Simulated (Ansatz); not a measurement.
## Relaxing ZrS2 in the CdI2 type

First guess:

```
CELL_PARAMETERS angstrom
3.55674 0.00000 0.00000
-1.77837 3.08023 0.00000
0.00000 0.00000 5.69079
ATOMIC_POSITIONS crystal
Zr 0.00000 0.00000 0.00000
S 0.33333 0.66667 0.25000
S 0.66667 0.33333 0.75000
```

Level of theory: DFT, PBE, PAW with Ansatz's default frozen-core files, scalar-relativistic in Ansatz 0.2.0.

Cell and atoms relax within the symmetry of the start on a 12×12×7 k mesh with 0.05 eV Fermi–Dirac smearing.

The start is built from a prototype, known or not as a phase of this compound; the cutoff is 420 eV.

Question: What is the pressure of the first guess?

Answer: 10.67 GPa.

Question: What does it relax to?

Answer: a = 3.685 Å, b = 3.685 Å, c = 6.756 Å, α = 90.00°, β = 90.00°, γ = 120.00° (conventional cell), 26.49 Å³ per atom:
Space group P-3m1 (No. 164). a = 3.685 Å, b = 3.685 Å, c = 6.756 Å, α = 90.00°, β = 90.00°, γ = 120.00°
| atom | site | symmetry | x | y | z |
| --- | --- | --- | --- | --- | --- |
| Zr | 1a | -3m. | 0.0000 | 0.0000 | 0.0000 |
| S | 2d | 3m. | 0.3333 | 0.6667 | 0.2144 |

Question: How much energy does the relaxation release?

Answer: 77 meV/atom.
